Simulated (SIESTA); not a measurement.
The system is Au.

```
Au
1.0
     2.81549    0.00000    0.00000
    -0.01296    2.82018    0.00000
    -1.13789   -1.18541    4.92401
Au
2
Direct
  0.67286 0.66596 0.27405
  0.32714 0.33404 0.72594
```

This isn't the form of Au at room conditions, which is fcc.

Base run:

| Quantity | Value |
| --- | --- |
| Program | SIESTA 5.4.2 |
| Functional | LDA |
| Potentials or basis | PseudoDojo 0.4 standard (LDA files) |
| Basis | DZP (energy shift 0.003 Ry; two zetas on semicore shells) |
| Grid cutoff | 800 Ry |
| Energy shift | 0.003 Ry |
| k mesh | 10 × 10 × 6 |
| Occupations | fermi-dirac, width 0.05 eV |
| Spin | no spin polarisation |

Its results: band gap on the k mesh none (metal or under the smearing width); pressure -11.1 GPa; largest force 0.095 eV/Å.

The run is repeated on the same cell with these changes: functional from LDA to PBEsol; potentials or basis from PseudoDojo 0.4 standard (LDA files) to PseudoDojo 0.4 standard (PBEsol files). What comes out?

Band gap on the k mesh none (metal or under the smearing width); pressure -7.2 GPa; largest force 0.099 eV/Å.

Caveats: short orbitals over semicore shells can move pressures by several GPa; the basis of atomic orbitals isn't converged, which shifts pressures, moduli and gaps.

Not every run made on this cell is shown here.
